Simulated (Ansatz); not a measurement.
LiCl:

```xyz
2
Lattice="0.0000 2.5648 2.5648 2.5648 0.0000 2.5648 2.5648 2.5648 0.0000" Properties=species:S:1:pos:R:3 pbc="T T T"
Cl    2.5648    2.5648    2.5648
Li    0.0000    0.0000    0.0000
```

```yaml
Program: Ansatz 0.2.0
Task: single point
Functional: PBE
Potentials_or_basis: Ansatz PAW
Cutoff: "420 eV (not typed: the program's choice for these potentials)"
k_mesh: 9 × 9 × 9
Occupations: fermi-dirac, width 0.05 eV
Spin: no spin polarisation
```

On this cell: pressure 0.4 GPa; largest force zero by symmetry; band gap on the k mesh 6.33 eV, direct.

The same run follows on a disturbed copy (atoms moved at random, drawn with an rms of 0.05 Å):

```
CELL_PARAMETERS angstrom
0.00000 2.56477 2.56477
2.56477 0.00000 2.56477
2.56477 2.56477 0.00000
ATOMIC_POSITIONS crystal
Cl 0.49436 0.52009 0.48159
Li 0.00738 0.97728 0.00359
```

Q: What changes?

A: The energy moves by +2.8 meV/atom; pressure 0.6 GPa; largest force 0.087 eV/Å; band gap on the k mesh 6.31 eV, direct.

Forces in eV/Å, atoms in the order of the input:
```
Cl  -0.034  0.062 -0.051
Li   0.034 -0.062  0.051
```

Stress tensor (GPa, compression positive):
```
 0.48  0.01 -0.01
 0.01  0.70  0.01
-0.01  0.01  0.60
```

Caveats: odd divisions of the mesh miss points on the zone boundary, where band edges often lie, so the gap on the mesh can be too wide.

A k mesh can miss the band edges.
